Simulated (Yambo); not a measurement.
## BAs: optical spectrum by the Bethe-Salpeter equation with LDA

BAs:

```
As B
1.0
     0.00000    2.38850    2.38850
     2.38850    0.00000    2.38850
     2.38850    2.38850    0.00000
As B
1 1
Direct
  0.75000 0.75000 0.75000
  0.00000 0.00000 0.00000
```

```yaml
Program: Yambo 5.3.0
Task: optical spectrum by the Bethe-Salpeter equation
Functional: LDA
Potentials_or_basis: PseudoDojo 0.4.1 SR LDA standard
Cutoff: 1088 eV
Density_cutoff: 4354 eV
k_mesh: 6 × 6 × 6
Occupations: fixed
Spin: no spin polarisation
k_mesh_of_the_self-consistent_run: 10 × 10 × 10
Form_of_the_LDA: PW92
Random_integration_of_the_Coulomb_term: yes
Direction_of_the_field_or_of_q_to_0: x + y + z
Broadening: 0.05 eV
Kernel: unscreened exchange
Terms_kept: resonant and antiresonant, uncoupled
Solver: diagonalisation
Correction_of_the_levels: none
Top_of_the_energy_range: 10 eV
Energy_points: 300
Bands_of_the_transition_space_first_last: "[8, 11]"
Bands_in_the_response: 39
Cutoff_of_the_response_matrix: 5 Ry
Cutoff_of_exchange_and_Vxc: 20 Ry
```

```json
{
  "Band gap on the k mesh, mean-field level": "1.24 eV, indirect (least direct gap 3.26 eV)",
  "Lowest exciton energy": "0.32 eV",
  "Lowest bright exciton energy": "0.32 eV"
}
```

Dielectric function (along the field direction of the input):
```tsv
energy (eV)	real part	imaginary part
0.33	133.85	338.13
0.70	-32.62	9.17
1.04	-13.09	2.16
1.37	-5.20	2.01
1.71	-2.27	0.94
2.04	-3.73	4.63
2.37	-3.95	2.11
2.71	0.06	2.28
3.04	-1.38	0.90
3.38	-2.32	1.61
3.68	-0.46	0.35
4.01	1.61	0.97
4.35	-1.52	1.19
4.68	-0.78	0.30
5.02	-0.05	0.20
5.35	0.51	0.56
5.69	-0.46	0.56
6.02	-0.14	0.15
6.35	0.07	0.25
6.69	0.13	0.07
6.99	0.31	0.16
7.32	0.27	0.10
7.66	0.44	0.09
7.99	0.42	0.02
8.33	0.50	0.02
8.66	0.60	0.07
9.00	0.56	0.01
9.33	0.61	0.01
9.67	0.64	0.00
10.00	0.67	0.00
```

Lowest exciton energies (eV): 0.32, 0.35, 0.37, 0.77, 0.79, 0.82, 1.18, 1.26

Excitons:
```tsv
energy (eV)	strength (relative to the strongest)
0.320	0.44
0.352	1
0.374	0.61
0.771	0.009
0.788	0.0097
0.818	0.017
1.176	0.0022
1.261	0.0034
1.331	0.0018
1.357	0.002
1.488	0.0015
1.490	0.011
```

Wall time 37 s on 1 thread of Arm Neoverse V2, with other jobs on the host.

Caveat: this k mesh misses the band edges, so its gaps are larger than the crystal's; the transitions start from uncorrected Kohn-Sham levels, so peaks lie too low; an unscreened exchange kernel binds far too strongly; spectra need much finer meshes, so this one isn't converged.
